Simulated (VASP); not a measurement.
**CdSe: single point with r2SCAN**

CdSe:

```xyz
2
Lattice="0.0000 3.1107 3.1107 3.1107 0.0000 3.1107 3.1107 3.1107 0.0000" Properties=species:S:1:pos:R:3 pbc="T T T"
Cd    0.0000    0.0000    0.0000
Se    4.6660    4.6660    4.6660
```

Measurements of this composition are mostly on another form, of space group No. 186.

```
Program                : VASP 6.6.1
Task                   : single point
Functional             : r2SCAN
Potentials or basis    : VASP PAW PBE potentials, release 64 (Cd, Se)
Cutoff                 : 520 eV
k mesh                 : 5 × 5 × 5
Occupations            : gaussian, width 0.01 eV
Spin                   : no spin polarisation
Dipole correction      : no
Further INCAR settings : ALGO = Normal; EDIFF = 1e-06; NBANDS = 16
```

```
Pressure               : -1.8 GPa
Band gap on the k mesh : 0.93 eV, direct
```

Levels at points of the mesh, in eV from the valence-band top:
| k point | band 7 | band 8 | band 9 | band 10 | band 11 | band 12 |
| --- | --- | --- | --- | --- | --- | --- |
| (0.00, 0.00, 0.00) | 0.00 | 0.00 | 0.00 | 0.93 | 6.46 | 6.46 |

Wall time 33 s on 1 thread of Intel(R) Xeon(R) 6975P-C (Granite Rapids), with other jobs on the host, peak memory 0.22 GiB.

Caveat: the PAW data sets were made with another functional, which shifts forces and pressure a little. r2SCAN opens gaps a little over a GGA but as a rule still falls short of measured ones.
